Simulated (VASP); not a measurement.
**VASP 6.6.1 run: SrO**

INCAR

```
ISIF = 2
NELM = 120
EDIFF = 1E-7
GGA = PE
NSW = 0
IBRION = -1
PREC = Accurate
LREAL = .FALSE.
SIGMA = 0.05
NBANDS = 15
LASPH = .FALSE.
ISMEAR = 1
ENCUT = 500
LWAVE = .FALSE.
LCHARG = .FALSE.
```

KPOINTS

```
KPOINTS created by Atomic Simulation Environment
0
Gamma
8 8 8
0 0 0
```

POSCAR

```
Sr O
 1.0000000000000000
     0.0000000000000000    2.5024955561000000    2.5024955561000000
     2.5024955561000000    0.0000000000000000    2.5024955561000000
     2.5024955561000000    2.5024955561000000    0.0000000000000000
 Sr  O
   1   1
Cartesian
  0.0000000000000000  0.0000000000000000  0.0000000000000000
  2.5024955561000000  2.5024955561000000  2.5024955561000000
```

The recommended PBE PAW datasets give the neutral cell 16 valence electrons.

Command

```
mpirun -np 1 vasp_std
```

Q: How does this run end, and what does it give?

A: It converged. Results: gap between bands v and c on the k mesh 3.20 eV; least direct gap on the k mesh 3.22 eV; pressure 12.9 GPa. Band v is the last that the valence electrons fill when counted band by band, and c is the next.

OSZICAR

```
N       E                     dE             d eps       ncg     rms          rms(c)
DAV:   1     0.664618258696E+02    0.66462E+02   -0.83809E+03   870   0.102E+03
DAV:   2    -0.112616903716E+02   -0.77724E+02   -0.70440E+02  1193   0.219E+02
DAV:   3    -0.140972706704E+02   -0.28356E+01   -0.28200E+01  1099   0.385E+01
DAV:   4    -0.141444076240E+02   -0.47137E-01   -0.47134E-01  1072   0.463E+00
DAV:   5    -0.141457197452E+02   -0.13121E-02   -0.13121E-02  1076   0.603E-01    0.193E+01
DAV:   6    -0.120315635619E+02    0.21142E+01   -0.63730E+00   891   0.202E+01    0.227E+01
DAV:   7    -0.119187031695E+02    0.11286E+00   -0.24594E-01  1094   0.456E+00    0.133E+01
DAV:   8    -0.119075510725E+02    0.11152E-01   -0.10480E-01  1178   0.318E+00    0.741E-01
DAV:   9    -0.119092634698E+02   -0.17124E-02   -0.49534E-03  1118   0.469E-01    0.225E-01
DAV:  10    -0.119097641465E+02   -0.50068E-03   -0.47955E-04   933   0.195E-01    0.578E-02
DAV:  11    -0.119098644719E+02   -0.10033E-03   -0.95675E-05   982   0.734E-02    0.269E-02
DAV:  12    -0.119098786849E+02   -0.14213E-04   -0.21790E-05   919   0.352E-02    0.124E-02
DAV:  13    -0.119098789499E+02   -0.26504E-06   -0.85454E-07  1010   0.816E-03    0.315E-03
DAV:  14    -0.119098787752E+02    0.17476E-06   -0.59070E-08   935   0.195E-03    0.233E-03
DAV:  15    -0.119098787820E+02   -0.68437E-08   -0.91264E-09   477   0.716E-04
   1 F= -.11909879E+02 E0= -.11909923E+02  d E =0.132393E-03
```

For comparison, a separate PBE run of the intended cell, on usual settings and not on those above, gives a gap of 3.20 eV on its mesh and a pressure of 13.0 GPa.
